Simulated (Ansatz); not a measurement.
# Does disorder add resistance in series? Pt(111) layers with 75 % Ir

Two lengths of the disordered region are known. What area resistance does the third give?

**Method.** Ansatz 0.2.0, plane waves with PAW datasets at their recommended cutoffs (420 eV for most), Fermi-Dirac smearing; ballistic transmission by layer matching. The area resistance is RA = A (h/2e²)(1/T − 1/N), with T the zone-mean transmission per spin and N the lead's channels, both averaged over a few energies near the Fermi level; for magnets each spin is taken apart, with h/e², and the two conduct in parallel. Lateral cell 2x2, PBE, a fresh random draw for each length.

The runs, with one result withheld:

| length (Å) | channels N | RA (fΩ m²) |
| --- | --- | --- |
| 9.06 | 6.753 | 0.444 |
| 18.1 | 6.767 | 0.647 |
| 27.2 | 6.773 | ? |

**Estimate by hand.**

Ohm's law makes RA linear in the length: the slope is (0.647 − 0.444)/(18.1 − 9.06) = 0.0224 fΩ m² per Å, or 22 µΩ cm. Then 0.647 + 0.0224 × 9.06. Predicted: 0.850 fΩ m².

What the run gave:

0.708 fΩ m², so the prediction is 20 % too high. The three lengths together give 15 µΩ cm. Single draws scatter; these runs don't part the causes of the miss, and leave the question open.

**Limits.** The scatterers repeat sideways with the small cell. The slope is a raw one; a model of isotropic scattering puts it 1.04 times the bulk value over these lengths. Atoms sit unrelaxed on the host's lattice, and the pair may not mix at random in practice. Spin-orbit coupling is left out, which matters for Ir and Pt.
